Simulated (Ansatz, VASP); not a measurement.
One calculation of NaH, two programs

File INCAR:

```
ALGO = Normal
EDIFF = 1E-7
ENCUT = 520
GGA = PS
ISIF = 2
ISMEAR = -1
LASPH = T
LCHARG = F
LREAL = F
LWAVE = F
NBANDS = 11
NELM = 80
PREC = Accurate
SIGMA = 0.05
```

The input KPOINTS:

```
k-points
0
Gamma
  9 9 9
```

File POSCAR:

```
NaH
1.0
    0.0000000000      2.4236236676      2.4236236676
    2.4236236676      0.0000000000      2.4236236676
    2.4236236676      2.4236236676      0.0000000000
Na H
1 1
Direct
    0.0000000000      0.0000000000      0.0000000000
    0.5000000000      0.5000000000      0.5000000000
```

File input.yaml:

```yaml
crystal:
  lattice:
    - [0.0, 2.4236236676, 2.4236236676]
    - [2.4236236676, 0.0, 2.4236236676]
    - [2.4236236676, 2.4236236676, 0.0]
  atoms:
    - { symbol: Na, position: [0.0, 0.0, 0.0] }
    - { symbol: H, position: [0.5, 0.5, 0.5] }
hamiltonian:
  xc: pbesol
  pseudopotentials: { kind: paw }
kpoints:
  mp_grid: { grid: [9, 9, 9] }
scf:
  occupations: { method: fermi_dirac, width: 0.05 }
output:
  forces: true
  stress: true
  eigenvalues: true
```

Change from the starting cell: volume scaled by 0.98.

Alike in both runs: task single point; functional PBEsol; k mesh 9 × 9 × 9; occupations fermi-dirac, width 0.05 eV; no spin polarisation.

|  | VASP | Ansatz |
| --- | --- | --- |
| version | VASP 6.6.1 | Ansatz 0.2.0 |
| potentials or method | VASP PAW PBE potentials, release 64 (Na_pv, H) | Ansatz PAW |
| plane-wave cutoff (eV) | 520 | 420 |
| valence electrons in the cell | 8 | 10 |

```csv
,VASP,Ansatz,Ansatz less VASP
gap on the k mesh at the Fermi level (eV),3.86,3.86,+0.002
least direct gap on the mesh (eV),4.59,4.59,+0.003
pressure (GPa),-0.8,-0.8,+0.01
```

The two sets of potentials don't hold the same shells in valence.

Caveats: the PAW data sets were made with another functional, which shifts forces and pressure a little (VASP); an odd mesh through Γ misses points on the zone boundary, where band edges often lie (VASP); odd divisions of the mesh miss points on the zone boundary, where band edges often lie, so the gap on the mesh can be too wide (Ansatz); the PAW data sets come from PBE, with cores solved anew for the run's functional, which leaves a small shift of forces and pressure (Ansatz).
